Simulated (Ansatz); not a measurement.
## BaS in the antiNiAs structure

The computed numbers are results of PBE, scalar-relativistic (no spin polarisation) in the plane-wave PAW code Ansatz at 420 eV, 8×8×6 k-mesh, Gaussian smearing of 0.05 eV. The datasets are Ansatz's generated set soft_2.

```
CELL_PARAMETERS angstrom
4.41238 0.00000 0.00000
-2.20619 3.82124 0.00000
0.00000 0.00000 7.75391
ATOMIC_POSITIONS crystal
Ba 0.33333 0.66667 0.25000
Ba 0.66667 0.33333 0.75000
S 0.00000 0.00000 0.00000
S 0.00000 0.00000 0.50000
```

This is a trial structure; measured cells of the compound in the Crystallography Open Database are in space group Fm-3m (rock salt).

Cell and atoms are those of this level's equilibrium.

Elastic constants come from the stress of slightly strained cells with relaxed atoms, in GPa, Voigt order xx, yy, zz, yz, xz, xy in the Cartesian frame of the vectors above.

```
63.5 29.8 20.8  0.0  0.0  0.0
29.8 63.5 20.8  0.0  0.0  0.0
20.8 20.8 94.9  0.0  0.0  0.0
 0.0  0.0  0.0 21.5  0.0  0.0
 0.0  0.0  0.0  0.0 21.5  0.0
 0.0  0.0  0.0  0.0  0.0 16.9
```

Question: Work out the Voigt, Reuss and Hill moduli.

Answer: Voigt: K = (C11 + C22 + C33 + 2(C12 + C13 + C23))/9 = 41 GPa, G = (C11 + C22 + C33 − C12 − C13 − C23 + 3(C44 + C55 + C66))/15 = 22 GPa. Reuss, from the compliances S = C⁻¹: K = 40 GPa, G = 21 GPa. Hill means: K = 40 GPa, G = 21 GPa.

Question: And Young's modulus, Poisson's ratio, Pugh's ratio and the anisotropy?

Answer: E = 9KG/(3K + G) = 54 GPa, ν = (3K − 2G)/(6K + 2G) = 0.27, K/G = 1.89 (over the 1.75 that Pugh's rule, made for metals, takes as the line between brittle and ductile), universal anisotropy index 5G_V/G_R + K_V/K_R − 6 = 0.34. The eigenvalues of C are 16.9, 22, 22, 34, 65, 124 GPa, all positive.

Question: What sound velocities and Debye temperature follow for a polycrystal?

Answer: With a density of 4.303 g/cm³ (mean mass 84.7 u, 32.68 Å³/atom), K = 40.2 and G = 21.34 GPa from the unrounded constants, v_l = √((K + 4G/3)/ρ) = 4000 m/s and v_t = √(G/ρ) = 2230 m/s. The mean [(1/v_l³ + 2/v_t³)/3]^(−1/3) is 2480 m/s, and θ_D = (ħ/k_B)(6π²/V)^(1/3) v_m ≈ 230 K, with V the volume an atom. This is the low-temperature, elastic estimate.

The equation of state, an independent route, gives B0 = 40 GPa; its match is the Reuss value, 40 GPa, which holds for uniform pressure.

Run time: 85 s on 2 threads of Arm Neoverse V2, with other jobs on the host, peak memory 0.58 GiB.

These numbers lack spin–orbit coupling.
